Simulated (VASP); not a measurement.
Here is a VASP 6.6.1 calculation.

INCAR

```
PREC = Accurate
ENCUT = 600
EDIFF = 1E-6
ISMEAR = 0
SIGMA = 0.03
LREAL = F
LASPH = T
NELM = 80
ALGO = Normal
ISIF = 3
LWAVE = F
LCHARG = F
GGA = PE
IVDW = 12
IBRION = 2
NSW = 90
EDIFFG = -0.01
KPAR = 4
```

File KPOINTS:

```
Automatic mesh
0
Gamma
  9 9 5
```

File POSCAR:

```
ZrSe2
1.0
    3.7980000000      0.0000000000      0.0000000000
   -1.8990000000      3.2891644836      0.0000000000
    0.0000000000      0.0000000000      6.1920000000
Zr Se
1 2
Direct
    0.0000000000      0.0000000000      0.0000000000
    0.3333333333      0.6666666667      0.2500000000
    0.6666666667      0.3333333333      0.7500000000
```

Potentials or basis: VASP PAW PBE potentials, release 64 (Zr_sv, Se).

Launch:

```sh
$ cat potpaw_PBE.64/Zr_sv/POTCAR potpaw_PBE.64/Se/POTCAR > POTCAR
$ mpirun -np 4 vasp_std > vasp.out
```

**Question.** Predict the space group after relaxing (to 0.05 Å).

**Answer.** P-3m1 (No. 164).

**Question.** What does it give for the band gap on the k mesh?

**Answer.** 0.05 eV, indirect (least direct gap 0.93 eV).

**Question.** Estimate the relaxed cell.

**Answer.** a = 3.740 Å, b = 3.740 Å, c = 6.028 Å, α = 90.00°, β = 90.00°, γ = 120.00°.

Step by step:
| step | energy change (eV) | largest force (eV/Å) | pressure (GPa) | volume (Å³) |
| --- | --- | --- | --- | --- |
| 1 | 0.0000 | 0.3158 | -0.45 | 77.35 |
| 2 | -0.0147 | 0.2208 | -0.25 | 76.54 |
| 3 | -0.0201 | 0.1203 | -0.05 | 75.74 |
| 4 | -0.0234 | 0.0781 | -0.26 | 75.51 |
| 5 | -0.0293 | 0.0461 | -0.82 | 74.83 |
| 6 | -0.0299 | 0.1058 | -1.05 | 74.51 |
| 7 | -0.0311 | 0.0914 | -0.91 | 74.25 |
| 8 | -0.0332 | 0.0493 | -0.45 | 73.48 |
| 9 | -0.0312 | 0.0363 | 0.54 | 71.94 |
| 10 | -0.0335 | 0.0243 | -0.19 | 73.08 |
| 11 | -0.0335 | 0.0227 | -0.19 | 73.05 |
| 12 | -0.0334 | 0.0115 | -0.05 | 72.85 |
| 13 | -0.0335 | 0.0212 | -0.15 | 73.02 |
| 14 | -0.0335 | 0.0160 | -0.12 | 73.02 |
| 15 | -0.0337 | 0.0013 | -0.02 | 73.04 |

Caveat: an odd mesh through Γ misses points on the zone boundary, where band edges often lie.
